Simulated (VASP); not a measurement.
# SiNi2 (P6_3/mmc) in VASP: further runs

The runs below take SiNi2 through relaxation of cell and atoms, with PBEsol+D3(BJ), PBEsol+D4, PBEsol+rVV10, PBEsol.

All numbers are computed with VASP 6.6.1; they aren't measurements. Logs are shortened: lines on timing, memory, paths and dates and some standing lists are left out, and cuts for length are marked.

### Step 1. Starting point

It takes space group P6_3/mmc (No. 194, hexagonal). Conventional cell: a = 3.836 Å, b = 3.836 Å, c = 4.948 Å, α = 90.00°, β = 90.00°, γ = 120.00°. Ni (site symmetry -6m2) is surrounded by 5 Si at 2.21 to 2.47 Å and 6 Ni at 2.54 Å. Ni (site symmetry -3m) has 8 Ni at 2.47 to 2.54 Å and 6 Si at 2.54 Å as nearest neighbours. Around Si (site symmetry -6m2) lie 11 Ni at 2.21 to 2.54 Å.

### Step 2. Relaxation of cell and atoms, PBEsol+D3(BJ), collinear spin, ferromagnetic start

INCAR reads:

```
SYSTEM = SiNi2
ALGO = Normal
EDIFF = 1E-6
EDIFFG = -0.01
ENCUT = 600
GGA = PS
IBRION = 2
ISIF = 3
ISMEAR = -1
ISPIN = 2
IVDW = 12
LASPH = .TRUE.
LCHARG = .FALSE.
LMAXMIX = 4
LORBIT = 11
LREAL = .FALSE.
LWAVE = .FALSE.
MAGMOM = 1 1 1 1 0 0
NELM = 150
NSW = 60
PREC = Accurate
SIGMA = 0.05
```

KPOINTS reads:

```
k-points
0
G
  6 6 5
  0 0 0
```

POSCAR reads:

```
SiNi2
1.0
    3.8360000000      0.0000000000      0.0000000000
   -1.9180000000      3.3220734489      0.0000000000
    0.0000000000      0.0000000000      4.9480000000
Ni Si
4 2
Direct
    0.6666666667      0.3333333333      0.7500000000
    0.3333333333      0.6666666667      0.2500000000
    0.0000000000      0.0000000000      0.5000000000
    0.0000000000      0.0000000000      0.0000000000
    0.6666666667      0.3333333333      0.2500000000
    0.3333333333      0.6666666667      0.7500000000
```

Potentials or basis: VASP PAW PBE potentials, release 64 (Ni, Si).

Run with:

```console
$ cat potpaw_PBE.64/Ni/POTCAR potpaw_PBE.64/Si/POTCAR > POTCAR
$ mpirun -np 1 vasp_std > vasp.out
```

OUTCAR:

```text
SYSTEM = SiNi2
   EDIFF = 1E-6
   EDIFFG = -0.01
   ENCUT = 600
   GGA = PS
   IBRION = 2
   ISIF = 3
   ISMEAR = -1
   ISPIN = 2
   IVDW = 12
   LASPH = .TRUE.
   LORBIT = 11
   LREAL = .FALSE.
   NELM = 150
   NSW = 60
   PREC = Accurate
 IVDW          = 12

 ion  position               nearest neighbor table
   1  0.667  0.333  0.750-   6 2.21   6 2.21   6 2.21   5 2.47   5 2.47   3 2.54   4 2.54   3 2.54
                             4 2.54   3 2.54   4 2.54
   2  0.333  0.667  0.250-   5 2.21   5 2.21   5 2.21   6 2.47   6 2.47   3 2.54   4 2.54   4 2.54
                             3 2.54   4 2.54   3 2.54
   3  0.000  0.000  0.500-   4 2.47   4 2.47   1 2.54   5 2.54   6 2.54   2 2.54   2 2.54   6 2.54
                             1 2.54   5 2.54   1 2.54   5 2.54   2 2.54   6 2.54
   4  0.000  0.000  0.000-   3 2.47   3 2.47   1 2.54   5 2.54   6 2.54   2 2.54   2 2.54   6 2.54
                             1 2.54   5 2.54   1 2.54   5 2.54   2 2.54   6 2.54
   5  0.667  0.333  0.250-   2 2.21   2 2.21   2 2.21   1 2.47   1 2.47   3 2.54   4 2.54   3 2.54
                             4 2.54   3 2.54   4 2.54
   6  0.333  0.667  0.750-   1 2.21   1 2.21   1 2.21   2 2.47   2 2.47   3 2.54   4 2.54   4 2.54
                             3 2.54   4 2.54   3 2.54

  LATTYP: Found a hexagonal cell.
 ALAT       =     3.8360000000
 C/A-ratio  =     1.2898852972

  Lattice vectors:

 A1 = (   3.8360000000,   0.0000000000,   0.0000000000)
 A2 = (  -1.9180000000,   3.3220734489,   0.0000000000)
 A3 = (   0.0000000000,   0.0000000000,   4.9480000000)

Analysis of symmetry for initial positions (statically):
=====================================================================
 Subroutine PRICEL returns:
 Original cell was already a primitive cell.

 Routine SETGRP: Setting up the symmetry group for a
 hexagonal supercell.

 Subroutine GETGRP returns: Found 24 space group operations
 (whereof 12 operations were pure point group operations)
 out of a pool of 24 trial point group operations.

The static configuration has the point symmetry D_3d.
 The point group associated with its full space group is D_6h.

Analysis of symmetry for dynamics (positions and initial velocities):
=====================================================================
 Subroutine PRICEL returns:
 Original cell was already a primitive cell.

 Routine SETGRP: Setting up the symmetry group for a
 hexagonal supercell.

 Subroutine GETGRP returns: Found 24 space group operations
 (whereof 12 operations were pure point group operations)
 out of a pool of 24 trial point group operations.

The dynamic configuration has the point symmetry D_3d.
 The point group associated with its full space group is D_6h.

Analysis of structural, dynamic, and magnetic symmetry:
=====================================================================
 Subroutine PRICEL returns:
 Original cell was already a primitive cell.

 Routine SETGRP: Setting up the symmetry group for a
 hexagonal supercell.

 Subroutine GETGRP returns: Found 24 space group operations
 (whereof 12 operations were pure point group operations)
 out of a pool of 24 trial point group operations.

The overall configuration has the point symmetry D_3d.
 The point group associated with its full space group is D_6h.

 Subroutine INISYM returns: Found 24 space group operations
 (whereof 12 operations are pure point group operations),
 and found     1 'primitive' translations

----------------------------------------------------------------------------------------

                                     Primitive cell

  volume of cell :      63.0547

  direct lattice vectors                    reciprocal lattice vectors
     3.836000000  0.000000000  0.000000000     0.260688217  0.150508412  0.000000000
    -1.918000000  3.322073449  0.000000000     0.000000000  0.301016824  0.000000000
     0.000000000  0.000000000  4.948000000     0.000000000  0.000000000  0.202101859

  length of vectors
     3.836000000  3.836000000  4.948000000     0.301016824  0.301016824  0.202101859

  position of ions in fractional coordinates (direct lattice)
     0.666666667  0.333333333  0.750000000
     0.333333333  0.666666667  0.250000000
     0.000000000  0.000000000  0.500000000
     0.000000000  0.000000000  0.000000000
     0.666666667  0.333333333  0.250000000
     0.333333333  0.666666667  0.750000000

  ion indices of the primitive-cell ions
   primitive index   ion index
                 1           1
                 2           2
                 3           3
                 4           4
                 5           5
                 6           6

----------------------------------------------------------------------------------------

 KPOINTS: k-points

Automatic generation of k-mesh.
 Grid dimensions read from file:
 generate k-points for:    6    6    5

 Generating k-lattice:

  Cartesian coordinates                     Fractional coordinates (reciprocal lattice)
     0.043448036  0.025084735  0.000000000     0.166666667  0.000000000  0.000000000
     0.000000000  0.050169471  0.000000000     0.000000000  0.166666667  0.000000000
     0.000000000  0.000000000  0.040420372     0.000000000  0.000000000  0.200000000

  Length of vectors
     0.050169471  0.050169471  0.040420372

  Shift w.r.t. Gamma in fractional coordinates (k-lattice)
     0.000000000  0.000000000  0.000000000

 Subroutine IBZKPT returns following result:
 ===========================================

 Found     21 irreducible k-points:

 Following reciprocal coordinates:
            Coordinates               Weight
  0.000000  0.000000  0.000000      1.000000
  0.166667 -0.000000  0.000000      6.000000
  0.333333  0.000000  0.000000      6.000000
  0.500000 -0.000000  0.000000      3.000000
  0.166667  0.166667  0.000000      6.000000
  0.333333  0.166667  0.000000     12.000000
[... 13 lines left out ...]
  0.333333  0.166667  0.400000     24.000000
  0.333333  0.333333  0.400000      4.000000
   k-points           NKPTS =     21   k-points in BZ     NKDIM =     21   number of bands    NBANDS=     30
   number of dos      NEDOS =    301   number of ions     NIONS =      6
   total plane-waves  NPLWV =  40960
   dimension x,y,z NGX =    32 NGY =   32 NGZ =   40
   dimension x,y,z NGXF=    64 NGYF=   64 NGZF=   80
   ions per type =               4   2
   NGX,Y,Z   is equivalent  to a cutoff of  13.87, 13.87, 13.44 a.u.
   NGXF,Y,Z  is equivalent  to a cutoff of  27.74, 27.74, 26.88 a.u.
 SYSTEM =  SiNi2
   PREC   = accura    normal or accurate (medium, high low for compatibility)
   ISTART =      0    job   : 0-new  1-cont  2-samecut
   ICHARG =      2    charge: 1-file 2-atom 10-const
   ISPIN  =      2    spin polarized calculation?
   LNONCOLLINEAR =      F non collinear calculations
   LSORBIT =      F    spin-orbit coupling
   LASPH  =      T    aspherical Exc in radial PAW
   ENCUT  =  600.0 eV  44.10 Ry    6.64 a.u.   7.66  7.66  9.88*2*pi/ulx,y,z
   NELM   =    150;   NELMIN=  2; NELMDL= -5     # of ELM steps
   EDIFF  = 0.1E-05   stopping-criterion for ELM
   LREAL  =      F    real-space projection
   EDIFFG = -.1E-01   stopping-criterion for IOM
   NSW    =     60    number of steps for IOM
   IBRION =      2    ionic relax: 0-MD 1-quasi-New 2-CG
   NFREE  =      1    steps in history (QN), initial steepest desc. (CG)
   ISIF   =      3    stress and relaxation
   ISYM   =      2    0-nonsym 1-usesym 2-fastsym
   POTIM  = 0.5000    time-step for ionic-motion
   TEBEG  =    0.0;   TEEND  =   0.0 temperature during run
   PSTRESS=    0.0 pullay stress
   NELECT =      48.0000    total number of electrons
   NUPDOWN=      -1.0000    fix difference up-down
   EMIN   =  10.00;   EMAX   =-10.00  energy-range for DOS
   EFERMI =   0.00;   METHOD = LEGACY
   ISMEAR =    -1;   SIGMA  =   0.05  broadening in eV -4-tet -1-fermi 0-gaus
   EFERMI_NEDOS =   21; number of points for ismear=-14 and -15
   IALGO  =     38    algorithm
   IMIX   =      4    mixing-type and parameters
     AMIX     =   0.40;   BMIX     =  1.00
     AMIX_MAG =   1.60;   BMIX_MAG =  1.00
  volume/ion in A,a.u.               =      10.51        70.92
  Fermi-wavevector in a.u.,A,eV,Ry     =   1.494799  2.824760 30.401176  2.234423
  Thomas-Fermi vector in A             =   2.607025
   LORBIT       =     11    0 simple, 1 ext, 2 COOP (PROOUT), +10 PAW based schemes
   GGA     = PS    functional components
   LHFCALC =     F    Hartree Fock is set to
   AEXX    =    0.0000 exact exchange contribution
   IVDW    =    12    specifies the selected vdW correction
   LEPSILON=     F    determine dielectric tensor
   LRPA    =     F    only Hartree local field effects (RPA)
 conjugate gradient relaxation of ions
 spin polarized calculation
  energy-cutoff  :      600.00
  volume of cell :       63.05
 maximum number of plane-waves:      2132
 NGX is ok and might be reduce to    32
   NGX = 15   NGY = 15   NGZ = 19

--------------------------------------- Ionic step        1  -------------------------------------------

 number of electron      47.9999976 magnetization      -0.0633329

 number of electron      47.9999976 magnetization       0.0004954

 Free energy of the ion-electron system (eV)
  ---------------------------------------------------
  ext. energy  EPLUGINS =         0.00000000
  ---------------------------------------------------
  free energy    TOTEN  =       -39.57512545 eV

  energy without entropy =      -39.55108943  energy(sigma->0) =      -39.56310744

------------------------ aborting loop because EDIFF is reached ----------------------------------------

 Edisp (eV)   -2.75274

 E8    (eV) :    -1.7830
[... 175 lines left out ...]
 number of electron      48.0000007 magnetization      -0.0000000

 number of electron      48.0000007 magnetization       0.0000000

 Free energy of the ion-electron system (eV)
  ---------------------------------------------------
  ext. energy  EPLUGINS =         0.00000000
  ---------------------------------------------------
  free energy    TOTEN  =       -39.54812077 eV

  energy without entropy =      -39.52479613  energy(sigma->0) =      -39.53645845

 E-fermi :  11.8580     XC(G=0): -13.3839

 val. band max:       11.8316174776   @ k =   0.3333   0.1667   0.4000
 cond. band min:      11.8999020025   @ k =   0.1667   0.1667   0.4000
 fundamental gap:      0.0682845249
 Fermi energy:        11.8579638269

 spin component 1

 k-point     1 :       0.0000    0.0000    0.0000
  band No.  band energies     occupation
      1      -1.1767      1.00000
      2       3.4903      1.00000
      3       5.1122      1.00000
      4       6.4836      1.00000
      5       6.4836      1.00000
      6       7.7035      1.00000
[... 682 lines left out ...]
     29      18.9862      0.00000
     30      18.9862      0.00000
 Fermi energy:        11.8579638269

 spin component 2

 k-point     1 :       0.0000    0.0000    0.0000
  band No.  band energies     occupation
      1      -1.1767      1.00000
      2       3.4903      1.00000
      3       5.1122      1.00000
      4       6.4836      1.00000
      5       6.4836      1.00000
      6       7.7035      1.00000
[... 719 lines left out ...]
  FREE ENERGIE OF THE ION-ELECTRON SYSTEM (eV)
  ---------------------------------------------------
  free  energy   TOTEN  =       -42.3565658079 eV

  energy  without entropy=      -42.3332411702  energy(sigma->0) =      -42.34490349

 reached required accuracy - stopping structural energy minimisation

 total charge

# of ion       s       p       d       tot
------------------------------------------
    1        0.541   0.678   8.560   9.779
    2        0.541   0.678   8.560   9.779
    3        0.459   0.603   8.466   9.528
    4        0.459   0.603   8.466   9.528
    5        0.723   0.903   0.000   1.626
    6        0.723   0.903   0.000   1.626
--------------------------------------------------
tot          3.446   4.369  34.052  41.867

 magnetization (x)

# of ion       s       p       d       tot
------------------------------------------
    1       -0.000   0.000  -0.000  -0.000
    2       -0.000   0.000  -0.000  -0.000
    3        0.000   0.000   0.000   0.000
    4        0.000   0.000   0.000   0.000
    5        0.000  -0.000   0.000  -0.000
    6        0.000  -0.000   0.000  -0.000
--------------------------------------------------
tot          0.000  -0.000   0.000   0.000
```

It took 3.5 min on 1 thread of AMD EPYC 9R45 (Zen 5), shared host; peak memory 0.25 GiB.

Results:

```
Free energy                                           : -42.3566 eV
Relaxed volume                                        : 10.30 Å³/atom
Relaxed cell                                          : a = 3.835 Å, b = 3.835 Å, c = 4.853 Å, α = 90.00°, β = 90.00°, γ = 120.00°
Space group after relaxing (to 0.05 Å)                : P6_3/mmc (No. 194)
Energy gained by relaxing                             : 4.8 meV/atom
Ionic steps                                           : 5
Pressure after relaxing                               : -0.1 GPa
Band gap on the k mesh                                : none (metal or under the smearing width)
Net moment                                            : 0.00 μB per cell
Valence electrons inside the program's atomic spheres : Ni 9.78, 9.53; Si 1.63
Dispersion energy per atom                            : -0.468 eV
```

Step by step:
```tsv
step	energy change (eV)	largest force (eV/Å)	pressure (GPa)	volume (Å³)
1	0.0000	0.0000	-3.95	63.05
2	-0.0118	0.0000	4.76	60.72
3	-0.0243	0.0000	0.97	61.66
4	-0.0285	0.0000	-0.05	61.83
5	-0.0287	0.0000	-0.06	61.81
```

Final structure:
```xyz
6
Lattice="3.8348 0.0000 0.0000 -1.9174 3.3210 0.0000 0.0000 0.0000 4.8532" Properties=species:S:1:pos:R:3 pbc="T T T"
Ni    1.9174    1.1070    3.6399
Ni    0.0000    2.2140    1.2133
Ni    0.0000    0.0000    2.4266
Ni    0.0000    0.0000    4.8532
Si    1.9174    1.1070    1.2133
Si    0.0000    2.2140    3.6399
```

Caveat: the PAW data sets were made with another functional, which shifts forces and pressure a little; pairwise dispersion overbinds metals, which lowers pressure and volume.

(Continued in part 2 of 2.)
